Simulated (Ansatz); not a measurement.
## AlNi in Ansatz: the effect of functional

Crystal: AlNi.

```
Ni Al
1.0
     2.26959   -1.37583    0.00000
     2.26959    1.37583    0.00000
    -1.33812    0.00000    3.82839
Ni Al
1 1
Direct
  0.50000 0.50000 0.50000
  0.00000 0.00000 0.00000
```

The cell comes from a database or a generator and needn't be the stable form of this composition.

The cell isn't the ideal one: volume scaled by 0.96.

Alike in all runs:

```yaml
Program: Ansatz 0.2.0
Task: single point
Potentials_or_basis: Ansatz PAW
k_mesh: 11 × 11 × 7
Occupations: fermi-dirac, width 0.05 eV
Spin: collinear spin, ferromagnetic start
Starting_moments: "[1.0, 0.0] μB"
```

```csv
functional,cutoff,pressure (GPa)
LDA,420 eV (not typed: the program's choice for these potentials),?
PBEsol,420 eV (not typed: the program's choice for these potentials),3.3
r2SCAN,500 eV (not typed: the program's choice for these potentials),3.7
```

Task: What does the run with functional LDA give?

Result: Pressure -2.0 GPa.

Caveats: the PAW data sets come from PBE, with cores solved anew for the run's functional, which leaves a small shift of forces and pressure; the starting moments weren't kept; the magnetic or orbital state may not be the lowest (some runs).

Runs at the PBE level aren't shown here.
